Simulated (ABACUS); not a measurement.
Set up this calculation in ABACUS 3.10.1, as the native input.

* Task: single point
* Functional: SOGGA
* Potentials or basis: Ansatz NC PBE
* Cutoff: 966 eV
* Density cutoff: 3864 eV
* Basis: plane waves
* k mesh: 9 × 9 × 9
* Occupations: fermi-dirac, width 0.05 eV
* Spin: no spin polarisation
* Radial cutoff of the potentials (pseudo_rcut): 10 bohr
* SCF threshold on the density: 1e-08
* Max SCF steps: 100
* Eigensolver: dav
* Mixing: broyden
* Mixing share: 0.7
* Symmetry key: 1
* Bands: 20

Ag:

```
Ag
1.0
     0.00000    2.04275    2.04275
     2.04275    0.00000    2.04275
     2.04275    2.04275    0.00000
Ag
1
Direct
  0.00000 0.00000 0.00000
```

The input as run:

INPUT

```
INPUT_PARAMETERS
suffix              Ag
calculation         scf
basis_type          pw
pseudo_dir          ./
symmetry            1
dft_functional      GGA_X_SOGGA+GGA_C_PBE
ecutwfc             71
pseudo_rcut         10
nspin               1
nbands              20
ks_solver           dav
smearing_method     fd
smearing_sigma      0.00367493
scf_thr             1e-08
scf_nmax            100
mixing_type         broyden
mixing_beta         0.7
cal_force           1
cal_stress          1
out_chg             1
out_pot             2
out_elf             1
```

STRU

```
ATOMIC_SPECIES
Ag 107.8682 Ag.upf

LATTICE_CONSTANT
1.8897261246

LATTICE_VECTORS
0.0000000000 2.0427500000 2.0427500000
2.0427500000 0.0000000000 2.0427500000
2.0427500000 2.0427500000 0.0000000000

ATOMIC_POSITIONS
Direct

Ag
0.0
1
0.0000000000 0.0000000000 0.0000000000 1 1 1
```

KPT

```
K_POINTS
0
Gamma
9 9 9 0 0 0
```

Potentials or basis: Ansatz NC PBE, plane waves.

Command:

```sh
$ OMP_NUM_THREADS=1 mpirun -np 4 abacus > log
```

It gave:

- Pressure: -4.3 GPa
- Band gap on the k mesh: none (metal or under the smearing width)

Caveat: the potentials were made for another functional, which shifts forces and pressure.

Wall time 3.1 s on 4 MPI ranks on AMD EPYC 9R45 96-Core Processor (Zen 5), on a shared host, peak memory 0.2 GiB a rank.
